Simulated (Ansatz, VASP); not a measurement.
# One calculation of SnSe, two programs

The input INCAR:

```
  PREC = Accurate
  ENCUT = 520
  EDIFF = 1E-8
  ISMEAR = -1
  SIGMA = 0.01
  LREAL = F
  LASPH = T
  NELM = 80
  ALGO = Normal
  ISIF = 2
  LWAVE = F
  LCHARG = F
  GGA = PE
  LEFG = T
  NBANDS = 17
```

KPOINTS

```
regular mesh
0
Gamma
  7 7 7
```

POSCAR

```
SnSe
1.0
    0.0000000000      3.0100000000      3.0100000000
    3.0100000000      0.0000000000      3.0100000000
    3.0100000000      3.0100000000      0.0000000000
Sn Se
1 1
Direct
    0.0000000000      0.0000000000      0.0000000000
    0.5000000000      0.5000000000      0.5000000000
```

Input for Ansatz:

```yaml
crystal:
  lattice:
    - [0.0, 3.01, 3.01]
    - [3.01, 0.0, 3.01]
    - [3.01, 3.01, 0.0]
  atoms:
    - { symbol: Sn, position: [0.0, 0.0, 0.0] }
    - { symbol: Se, position: [0.5, 0.5, 0.5] }
kpoints:
  mp_grid: { grid: [7, 7, 7] }
scf:
  occupations: { method: fermi_dirac, width: 0.01 }
hamiltonian:
  xc: pbe
  pseudopotentials: { kind: paw }
output:
  forces: true
  stress: true
  eigenvalues: true
  efg: { contact_densities: true }
basis:
  ecutwfc: 800
```

Alike in both runs: task electric field gradients; functional PBE; k mesh 7 × 7 × 7; occupations fermi-dirac, width 0.01 eV; no spin polarisation.

|  | VASP | Ansatz |
| --- | --- | --- |
| version | VASP 6.6.1 | Ansatz 0.2.0 |
| potentials or method | VASP PAW PBE potentials, release 64 (Sn_d, Se) | PAW with Ansatz's default frozen-core files, scalar-relativistic |
| plane-wave cutoff (eV) | 520 | 800 |
| valence electrons in the cell | 20 | 30 |

```csv
,VASP,Ansatz,Ansatz less VASP
gap on the k mesh at the Fermi level (eV),0.79,0.79,+0.001
pressure (GPa),1.0,1.0,-0.01
Vzz of the field gradient on the site that differs most (V/Å²),0.0,0.0,0.00
```

The two sets of potentials don't hold the same shells in valence. Ansatz warned: «gradients_without_spin_orbit».
